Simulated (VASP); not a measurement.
# KCl (Pm-3m) in VASP: further runs

The runs below take KCl through band structure, density of states, atomic charges, with r2SCAN, BLYP, PBE-EpsX.

All numbers are computed with VASP 6.6.1; they aren't measurements. Logs are shortened: lines on timing, memory, paths and dates and some standing lists are left out, and cuts for length are marked.

## Step 1: Starting point

Symmetry: Pm-3m, No. 221, cubic system. Conventional cell: a = 3.839 Å, b = 3.839 Å, c = 3.839 Å, α = 90.00°, β = 90.00°, γ = 90.00°. K (site symmetry m-3m) has 8 Cl at 3.32 Å as nearest neighbours. Cl (site symmetry m-3m) has 8 K at 3.32 Å as nearest neighbours.

Measurements of this composition are mostly on another form, of space group No. 225.

## Step 2: Band structure, r2SCAN

File INCAR:

```
SYSTEM = KCl
PREC = Accurate
ENCUT = 520
EDIFF = 1E-7
ISMEAR = 0
SIGMA = 0.02
LREAL = .FALSE.
LASPH = .TRUE.
NELM = 60
ALGO = Normal
ISIF = 2
LWAVE = .FALSE.
LCHARG = .FALSE.
METAGGA = R2SCAN
LMIXTAU = .TRUE.
NBANDS = 15
```

File KPOINTS:

```
Automatic mesh
0
G
  8 8 8
  0 0 0
```

File POSCAR:

```
KCl
1.0
    3.8391960000      0.0000000000      0.0000000000
    0.0000000000      3.8391960000      0.0000000000
    0.0000000000      0.0000000000      3.8391960000
K Cl
1 1
Direct
    0.0000000000      0.0000000000      0.0000000000
    0.5000000000      0.5000000000      0.5000000000
```

File KPOINTS_OPT:

```
path GXMGRX,MR
15
line-mode
reciprocal
 0.0000000000  0.0000000000  0.0000000000  G
 0.0000000000  0.5000000000  0.0000000000  X

 0.0000000000  0.5000000000  0.0000000000  X
 0.5000000000  0.5000000000  0.0000000000  M

 0.5000000000  0.5000000000  0.0000000000  M
 0.0000000000  0.0000000000  0.0000000000  G

 0.0000000000  0.0000000000  0.0000000000  G
 0.5000000000  0.5000000000  0.5000000000  R

 0.5000000000  0.5000000000  0.5000000000  R
 0.0000000000  0.5000000000  0.0000000000  X

 0.5000000000  0.5000000000  0.0000000000  M
 0.5000000000  0.5000000000  0.5000000000  R
```

Potentials or basis: VASP PAW PBE potentials, release 64 (K_sv, Cl).

Launch:

```
cat potpaw_PBE.64/K_sv/POTCAR potpaw_PBE.64/Cl/POTCAR > POTCAR
mpirun -np 1 vasp_std > vasp.out
```

OUTCAR:

```text
SYSTEM = KCl
   PREC = Accurate
   ENCUT = 520
   EDIFF = 1E-7
   ISMEAR = 0
   LREAL = .FALSE.
   LASPH = .TRUE.
   NELM = 60
   ISIF = 2
   METAGGA = R2SCAN

 ion  position               nearest neighbor table
   1  0.000  0.000  0.000-
   2  0.500  0.500  0.500-

  LATTYP: Found a simple cubic cell.
 ALAT       =     3.8391960000

  Lattice vectors:

 A1 = (   3.8391960000,   0.0000000000,   0.0000000000)
 A2 = (   0.0000000000,   3.8391960000,   0.0000000000)
 A3 = (   0.0000000000,   0.0000000000,   3.8391960000)

Analysis of symmetry for initial positions (statically):
=====================================================================
 Subroutine PRICEL returns:
 Original cell was already a primitive cell.

 Routine SETGRP: Setting up the symmetry group for a
 simple cubic supercell.

 Subroutine GETGRP returns: Found 48 space group operations
 (whereof 48 operations were pure point group operations)
 out of a pool of 48 trial point group operations.

The static configuration has the point symmetry O_h .

Analysis of symmetry for dynamics (positions and initial velocities):
=====================================================================
 Subroutine PRICEL returns:
 Original cell was already a primitive cell.

 Routine SETGRP: Setting up the symmetry group for a
 simple cubic supercell.

 Subroutine GETGRP returns: Found 48 space group operations
 (whereof 48 operations were pure point group operations)
 out of a pool of 48 trial point group operations.

The dynamic configuration has the point symmetry O_h .

 Subroutine INISYM returns: Found 48 space group operations
 (whereof 48 operations are pure point group operations),
 and found     1 'primitive' translations

----------------------------------------------------------------------------------------

                                     Primitive cell

  volume of cell :      56.5875

  direct lattice vectors                    reciprocal lattice vectors
     3.839196000  0.000000000  0.000000000     0.260471203  0.000000000  0.000000000
     0.000000000  3.839196000  0.000000000     0.000000000  0.260471203  0.000000000
     0.000000000  0.000000000  3.839196000     0.000000000  0.000000000  0.260471203

  length of vectors
     3.839196000  3.839196000  3.839196000     0.260471203  0.260471203  0.260471203

  position of ions in fractional coordinates (direct lattice)
     0.000000000  0.000000000  0.000000000
     0.500000000  0.500000000  0.500000000

  ion indices of the primitive-cell ions
   primitive index   ion index
                 1           1
                 2           2

----------------------------------------------------------------------------------------

 KPOINTS: Automatic mesh

Automatic generation of k-mesh.
 Grid dimensions read from file:
 generate k-points for:    8    8    8

 Generating k-lattice:

  Cartesian coordinates                     Fractional coordinates (reciprocal lattice)
     0.032558900  0.000000000  0.000000000     0.125000000  0.000000000  0.000000000
     0.000000000  0.032558900  0.000000000     0.000000000  0.125000000  0.000000000
     0.000000000  0.000000000  0.032558900     0.000000000  0.000000000  0.125000000

  Length of vectors
     0.032558900  0.032558900  0.032558900

  Shift w.r.t. Gamma in fractional coordinates (k-lattice)
     0.000000000  0.000000000  0.000000000

 Subroutine IBZKPT returns following result:
 ===========================================

 Found     35 irreducible k-points:

 Following reciprocal coordinates:
            Coordinates               Weight
  0.000000  0.000000  0.000000      1.000000
  0.125000  0.000000  0.000000      6.000000
  0.250000  0.000000  0.000000      6.000000
  0.375000  0.000000  0.000000      6.000000
  0.500000  0.000000  0.000000      3.000000
  0.125000  0.125000  0.000000     12.000000
[... 16 lines left out ...]
  0.375000  0.375000  0.125000     24.000000
  0.500000  0.375000  0.125000     24.000000
 [... further k-points ...]
[... 45 lines left out ...]
  band No.  band energies     occupation
      1     -30.4054      2.00000
      2     -14.3628      2.00000
      3     -13.0242      2.00000
      4     -13.0242      2.00000
      5     -13.0242      2.00000
      6      -1.4394      2.00000
      7      -1.4394      2.00000
      8      -1.4394      2.00000
      9       4.3263      0.00000
     10       5.9150      0.00000
     11       5.9150      0.00000
     12      10.2355      0.00000
     13      10.2355      0.00000
     14      10.2355      0.00000
     15      13.1774      0.00000

 k-point     2 :       0.1250    0.0000    0.0000
  band No.  band energies     occupation
      1     -30.4027      2.00000
      2     -14.3818      2.00000
      3     -13.0199      2.00000
      4     -13.0199      2.00000
      5     -13.0092      2.00000
      6      -1.7217      2.00000
      7      -1.4395      2.00000
      8      -1.4395      2.00000
      9       4.6865      0.00000
     10       6.0455      0.00000
     11       6.2378      0.00000
     12      10.1720      0.00000
     13      10.1720      0.00000
     14      10.3125      0.00000
     15      12.5740      0.00000

 k-point     3 :       0.2500    0.0000    0.0000
  band No.  band energies     occupation
      1     -30.3962      2.00000
      2     -14.4297      2.00000
      3     -13.0094      2.00000
      4     -13.0094      2.00000
      5     -12.9690      2.00000
      6      -2.3054      2.00000
      7      -1.4402      2.00000
      8      -1.4402      2.00000
      9       5.5416      0.00000
     10       6.4208      0.00000
     11       7.0213      0.00000
     12      10.0709      0.00000
     13      10.0709      0.00000
     14      10.5164      0.00000
     15      11.3427      0.00000
[... 343 lines left out ...]
 k-point    23 :       0.3750    0.3750    0.1250
  band No.  band energies     occupation
      1     -30.3725      2.00000
      2     -14.1953      2.00000
      3     -13.2019      2.00000
      4     -13.1029      2.00000
      5     -13.0106      2.00000
      6      -2.4376      2.00000
      7      -2.3402      2.00000
      8      -1.5063      2.00000
      9       6.2823      0.00000
     10       7.3293      0.00000
     11       8.5108      0.00000
     12       8.6814      0.00000
     13       9.5814      0.00000
     14       9.8531      0.00000
     15      12.1013      0.00000

 k-point    24 :       0.5000    0.3750    0.1250
  band No.  band energies     occupation
      1     -30.3700      2.00000
      2     -14.1455      2.00000
      3     -13.1984      2.00000
      4     -13.1731      2.00000
      5     -13.0084      2.00000
      6      -2.5296      2.00000
      7      -2.3291      2.00000
      8      -1.4843      2.00000
      9       6.1012      0.00000
     10       7.2820      0.00000
     11       8.4367      0.00000
     12       8.5880      0.00000
     13       9.8856      0.00000
     14      10.4169      0.00000
     15      11.8358      0.00000

 [... further k-points ...]

------------------------ aborting loop because EDIFF is reached ----------------------------------------

  FORCE on cell =-STRESS in cart. coord.  units (eV):
  Direction    XX          YY          ZZ          XY          YZ          ZX
  --------------------------------------------------------------------------------------
  -------------------------------------------------------------------------------------
  Total       -0.3698087     -0.3698087     -0.3698087      0.0000000      0.0000000      0.0000000
  in kB      -10.4704869    -10.4704869    -10.4704869      0.0000000      0.0000000      0.0000000
  external PRESSURE =     -10.4704869 kB  Pullay stress =       0.0000000 kB

 VOLUME and BASIS-vectors are now :
 -----------------------------------------------------------------------------
  energy-cutoff  :      520.00
  volume of cell :       56.59
      direct lattice vectors                 reciprocal lattice vectors
     3.839196000  0.000000000  0.000000000     0.260471203  0.000000000  0.000000000
     0.000000000  3.839196000  0.000000000     0.000000000  0.260471203  0.000000000
     0.000000000  0.000000000  3.839196000     0.000000000  0.000000000  0.260471203

 POSITION                                       TOTAL-FORCE (eV/Angst)
 -----------------------------------------------------------------------------------
      0.00000      0.00000      0.00000         0.000000      0.000000      0.000000
      1.91960      1.91960      1.91960         0.000000      0.000000      0.000000
 -----------------------------------------------------------------------------------
    total drift:                                0.000000      0.000000     -0.000000

  FREE ENERGIE OF THE ION-ELECTRON SYSTEM (eV)
  ---------------------------------------------------
  free  energy   TOTEN  =       -16.3976358311 eV

  energy  without entropy=      -16.3976358311  energy(sigma->0) =      -16.39763583
```

It took 2.2 min on 1 thread of Intel Xeon 6975P-C (Granite Rapids), shared host; peak memory 0.18 GiB.

Results:

| Quantity | Value |
| --- | --- |
| Free energy | -16.3976 eV |
| Pressure | -1.0 GPa |
| Band gap on the k mesh | 5.56 eV, indirect (least direct gap 5.77 eV) |
| Band gap along the path | 5.56 eV, indirect (least direct gap 5.77 eV) |

Levels at the corners of the path, in eV from the valence-band top:
```csv
point,band 6,band 7,band 8,band 9,band 10,band 11
Γ,-0.21,-0.21,-0.21,5.56,7.15,7.15
X,-1.75,-0.21,-0.21,8.45,8.53,9.01
X,-1.75,-0.21,-0.21,8.45,8.53,9.01
M,-1.21,-1.21,0.00,6.83,8.02,9.69
M,-1.21,-1.21,0.00,6.83,8.02,9.69
Γ,-0.21,-0.21,-0.21,5.56,7.15,7.15
Γ,-0.21,-0.21,-0.21,5.56,7.15,7.15
R,-1.32,-1.32,-1.32,9.49,9.49,9.49
R,-1.32,-1.32,-1.32,9.49,9.49,9.49
X,-1.75,-0.21,-0.21,8.45,8.53,9.01
M,-1.21,-1.21,0.00,6.83,8.02,9.69
R,-1.32,-1.32,-1.32,9.49,9.49,9.49
```

Caveat: the PAW data sets were made with another functional, which shifts forces and pressure a little.

[end of part 1 of 2]
